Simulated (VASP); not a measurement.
# NaF (Villiaumite) (Fm-3m) in VASP: further runs

The runs below take NaF (Villiaumite) through single point, with r2SCAN.

Program: VASP 6.6.1. These are calculated values, not measurements. Logs are shortened: lines on timing, memory, paths and dates and some standing lists are left out, and cuts for length are marked.

## (1) The crystal as given

Symmetry: Fm-3m, No. 225, cubic system. The conventional cell has a = 4.640 Å, b = 4.640 Å, c = 4.640 Å, α = 90.00°, β = 90.00°, γ = 90.00°. Na (site symmetry m-3m) has 6 F at 2.32 Å as nearest neighbours. Around F (site symmetry m-3m) lie 6 Na at 2.32 Å.

## (2) Single point, r2SCAN

File INCAR:

```
PREC     = Accurate       # precision mode
ENCUT    = 700            # plane-wave cutoff, eV
EDIFF    = 1E-6           # SCF threshold, eV
ISMEAR   = 0              # smearing method
SIGMA    = 0.05           # smearing width, eV
LREAL    = F              # projectors in reciprocal space
LASPH    = T              # aspherical terms in the spheres
NELM     = 100            # most SCF steps
ALGO     = Normal         # electronic algorithm
ISIF     = 2              # what is computed and relaxed
LWAVE    = F              # write WAVECAR
LCHARG   = F              # write CHGCAR
METAGGA  = R2SCAN         # meta-GGA
LMIXTAU  = T            
ADDGRID  = F
```

File KPOINTS:

```
Automatic mesh
0
Gamma
  5 5 5
```

File POSCAR:

```
NaF
1.0
    0.0000000000      2.3200000000      2.3200000000
    2.3200000000      0.0000000000      2.3200000000
    2.3200000000      2.3200000000      0.0000000000
Na F
1 1
Direct
    0.0000000000      0.0000000000      0.0000000000
    0.5000000000      0.5000000000      0.5000000000
```

Potentials or basis: VASP PAW PBE potentials, release 64 (Na_pv, F).

Run with:

```console
cat potpaw_PBE.64/Na_pv/POTCAR potpaw_PBE.64/F/POTCAR > POTCAR
mpirun -np 1 vasp_std > vasp.out
```

OUTCAR:

```text
PREC = Accurate
   ENCUT = 700
   EDIFF = 1E-6
   ISMEAR = 0
   LREAL = F
   LASPH = T
   NELM = 100
   ISIF = 2
   METAGGA = R2SCAN

 Found     10 irreducible k-points:

 Following reciprocal coordinates:
            Coordinates               Weight
  0.000000  0.000000  0.000000      1.000000
  0.200000  0.000000  0.000000      8.000000
  0.400000  0.000000  0.000000      8.000000
  0.200000  0.200000  0.000000      6.000000
  0.400000  0.200000  0.000000     24.000000
 -0.400000  0.200000  0.000000     24.000000
   k-points           NKPTS =     10   k-points in BZ     NKDIM =     10   number of bands    NBANDS=     11
   number of dos      NEDOS =    301   number of ions     NIONS =      2
   total plane-waves  NPLWV =  21952
   dimension x,y,z NGX =    28 NGY =   28 NGZ =   28
   dimension x,y,z NGXF=    56 NGYF=   56 NGZF=   56
   ions per type =               1   1
   NGX,Y,Z   is equivalent  to a cutoff of  14.19, 14.19, 14.19 a.u.
   NGXF,Y,Z  is equivalent  to a cutoff of  28.38, 28.38, 28.38 a.u.
 SYSTEM =  unknown system
   PREC   = accura    normal or accurate (medium, high low for compatibility)
   ISTART =      0    job   : 0-new  1-cont  2-samecut
   ICHARG =      2    charge: 1-file 2-atom 10-const
   ISPIN  =      1    spin polarized calculation?
   LNONCOLLINEAR =      F non collinear calculations
   LSORBIT =      F    spin-orbit coupling
   LASPH  =      T    aspherical Exc in radial PAW
   ENCUT  =  700.0 eV  51.45 Ry    7.17 a.u.   7.08  7.08  7.08*2*pi/ulx,y,z
   NELM   =    100;   NELMIN=  2; NELMDL= -5     # of ELM steps
   EDIFF  = 0.1E-05   stopping-criterion for ELM
   LREAL  =      F    real-space projection
   EDIFFG = 0.1E-04   stopping-criterion for IOM
   NSW    =      0    number of steps for IOM
   IBRION =     -1    ionic relax: 0-MD 1-quasi-New 2-CG
   NFREE  =      0    steps in history (QN), initial steepest desc. (CG)
   ISIF   =      2    stress and relaxation
   ISYM   =      2    0-nonsym 1-usesym 2-fastsym
   POTIM  = 0.5000    time-step for ionic-motion
   TEBEG  =    0.0;   TEEND  =   0.0 temperature during run
   PSTRESS=    0.0 pullay stress
   NELECT =      14.0000    total number of electrons
   NUPDOWN=      -1.0000    fix difference up-down
   EMIN   =  10.00;   EMAX   =-10.00  energy-range for DOS
   EFERMI =   0.00;   METHOD = LEGACY
   ISMEAR =     0;   SIGMA  =   0.05  broadening in eV -4-tet -1-fermi 0-gaus
   EFERMI_NEDOS =   21; number of points for ismear=-14 and -15
   IALGO  =     38    algorithm
   IMIX   =      4    mixing-type and parameters
     AMIX     =   0.40;   BMIX     =  1.00
     AMIX_MAG =   1.60;   BMIX_MAG =  1.00
  volume/ion in A,a.u.               =      12.49        84.27
  Fermi-wavevector in a.u.,A,eV,Ry     =   1.349852  2.550851 24.791186  1.822101
  Thomas-Fermi vector in A             =   2.477405
   LORBIT       =      0    0 simple, 1 ext, 2 COOP (PROOUT), +10 PAW based schemes
   METAGGA = R2SCAN    functional components
   LHFCALC =     F    Hartree Fock is set to
   AEXX    =    0.0000 exact exchange contribution
   IVDW    =     0    specifies the selected vdW correction
   LEPSILON=     F    determine dielectric tensor
   LRPA    =     F    only Hartree local field effects (RPA)
 non-spin polarized calculation
 Gauss-broadening in eV      SIGMA  =   0.05
  energy-cutoff  :      700.00
  volume of cell :       24.97
 maximum number of plane-waves:      1073
   NGX = 15   NGY = 15   NGZ = 15

 number of electron      14.0000006 magnetization

 Free energy of the ion-electron system (eV)
  ---------------------------------------------------
  ext. energy  EPLUGINS =         0.00000000
  ---------------------------------------------------
  free energy    TOTEN  =       -12.60424726 eV

  energy without entropy =      -12.60424726  energy(sigma->0) =      -12.60424726

 E-fermi :  -2.5137     XC(G=0):  -9.7513

 val. band max:       -2.7471742887   @ k =   0.0000   0.0000   0.0000
 cond. band min:       4.4071005889   @ k =   0.0000   0.0000   0.0000
 fundamental gap:      7.1542748777
 Fermi energy:        -2.5136862804

 k-point     1 :       0.0000    0.0000    0.0000
  band No.  band energies     occupation
      1     -23.0352      2.00000
      2     -22.2553      2.00000
      3     -22.2550      2.00000
      4     -22.2550      2.00000
      5      -2.7472      2.00000
      6      -2.7472      2.00000
      7      -2.7472      2.00000
      8       4.4071      0.00000
      9      17.0128      0.00000
     10      17.0128      0.00000
     11      17.0128      0.00000

 k-point     2 :       0.2000    0.0000    0.0000
  band No.  band energies     occupation
      1     -23.2071      2.00000
      2     -22.2590      2.00000
      3     -22.2587      2.00000
      4     -22.0381      2.00000
      5      -3.3660      2.00000
      6      -2.8389      2.00000
      7      -2.8389      2.00000
      8       5.6789      0.00000
      9      13.9492      0.00000
     10      17.6464      0.00000
     11      17.6466      0.00000

 k-point     3 :       0.4000    0.0000    0.0000
  band No.  band energies     occupation
      1     -23.3935      2.00000
      2     -22.2651      2.00000
      3     -22.2648      2.00000
      4     -21.7777      2.00000
      5      -4.1669      2.00000
      6      -2.9843      2.00000
      7      -2.9842      2.00000
      8       8.1369      0.00000
      9      11.2993      0.00000
     10      18.5330      0.00000
     11      18.5338      0.00000

 k-point     4 :       0.2000    0.2000    0.0000
  band No.  band energies     occupation
      1     -23.1703      2.00000
      2     -22.2721      2.00000
      3     -22.2719      2.00000
      4     -22.0529      2.00000
      5      -3.4177      2.00000
      6      -2.8957      2.00000
      7      -2.8957      2.00000
      8       6.0721      0.00000
      9      13.6415      0.00000
     10      17.5148      0.00000
     11      17.5149      0.00000

 k-point     5 :       0.4000    0.2000    0.0000
  band No.  band energies     occupation
      1     -23.2331      2.00000
      2     -22.2858      2.00000
      3     -22.2812      2.00000
      4     -21.9410      2.00000
      5      -3.9040      2.00000
      6      -3.1197      2.00000
      7      -3.0248      2.00000
      8       8.1736      0.00000
      9      11.8895      0.00000
     10      16.4907      0.00000
     11      18.0860      0.00000

 k-point     6 :      -0.4000    0.2000    0.0000
  band No.  band energies     occupation
      1     -23.2921      2.00000
      2     -22.3069      2.00000
      3     -22.2737      2.00000
      4     -21.8481      2.00000
      5      -4.0458      2.00000
      6      -3.3090      2.00000
      7      -3.0502      2.00000
      8       9.5707      0.00000
      9      10.9753      0.00000
     10      15.6342      0.00000
     11      18.6497      0.00000

 [... further k-points ...]

------------------------ aborting loop because EDIFF is reached ----------------------------------------

  FORCE on cell =-STRESS in cart. coord.  units (eV):
  Direction    XX          YY          ZZ          XY          YZ          ZX
  --------------------------------------------------------------------------------------
  -------------------------------------------------------------------------------------
  Total       -0.3518190     -0.3518190     -0.3518190     -0.0000000      0.0000000     -0.0000000
  in kB      -22.5702267    -22.5702267    -22.5702267     -0.0000000      0.0000000     -0.0000000
  external PRESSURE =     -22.5702267 kB  Pullay stress =       0.0000000 kB

 VOLUME and BASIS-vectors are now :
 -----------------------------------------------------------------------------
  energy-cutoff  :      700.00
  volume of cell :       24.97
      direct lattice vectors                 reciprocal lattice vectors
     0.000000000  2.320000000  2.320000000    -0.215517241  0.215517241  0.215517241
     2.320000000  0.000000000  2.320000000     0.215517241 -0.215517241  0.215517241
     2.320000000  2.320000000  0.000000000     0.215517241  0.215517241 -0.215517241

 POSITION                                       TOTAL-FORCE (eV/Angst)
 -----------------------------------------------------------------------------------
      0.00000      0.00000      0.00000        -0.000000     -0.000000      0.000000
      2.32000      2.32000      2.32000         0.000000      0.000000     -0.000000
 -----------------------------------------------------------------------------------
    total drift:                                0.000000      0.000000      0.000000

  FREE ENERGIE OF THE ION-ELECTRON SYSTEM (eV)
  ---------------------------------------------------
  free  energy   TOTEN  =       -12.6042472645 eV

  energy  without entropy=      -12.6042472645  energy(sigma->0) =      -12.60424726
```

It took 22 s on 1 thread of Intel Xeon Platinum 8488C (Sapphire Rapids), shared host; peak memory 0.16 GiB.

These settings aren't checked as converged: the numbers below hold their error.

Results:

* Free energy: -12.6042 eV
* Pressure: -2.3 GPa
* Band gap on the k mesh: 7.15 eV, direct

Caveat: the k mesh is coarse (spacing up to 0.47 Å⁻¹), so the values aren't converged; the PAW data sets were made with another functional, which shifts forces and pressure a little.

## (3) Single point, r2SCAN

INCAR is that of step 2.

KPOINTS is that of step 2.

File POSCAR:

```
NaF
1.0
    0.0000000000      2.3200000000      2.3200000000
    2.3200000000      0.0000000000      2.3200000000
    2.3200000000      2.3200000000      0.0000000000
Na F
1 1
Direct
    0.0258840000     -0.0367460000      0.0017760000
    0.4822430000      0.5377660000      0.4799550000
```

Potentials or basis: VASP PAW PBE potentials, release 64 (Na_pv, F).

Run with:

```console
cat potpaw_PBE.64/Na_pv/POTCAR potpaw_PBE.64/F/POTCAR > POTCAR
mpirun -np 1 vasp_std > vasp.out
```

It took 1.7 min on 1 thread of Intel Xeon Platinum 8488C (Sapphire Rapids), shared host; peak memory 0.17 GiB.

The run converged, but some of its settings lie outside the range that counts as converged, so its numbers aren't taken as properties of the crystal.

Results:

```
Free energy            : -12.5544 eV
Pressure               : -0.9 GPa
Largest force          : 0.497 eV/Å
Band gap on the k mesh : 7.14 eV, direct
```

Caveat: the k mesh is coarse (spacing up to 0.47 Å⁻¹), so the values aren't converged; the PAW data sets were made with another functional, which shifts forces and pressure a little.

## (4) For comparison

An earlier run on the cell as given: functional PBEsol; potentials or basis VASP PAW PBE potentials, release 64 (Na_pv, F); cutoff 520 eV; k mesh 10 × 10 × 10; occupations fermi-dirac, width 0.05 eV; no spin polarisation.

* Pressure: -0.3 GPa
* Band gap on the k mesh: 6.14 eV, direct
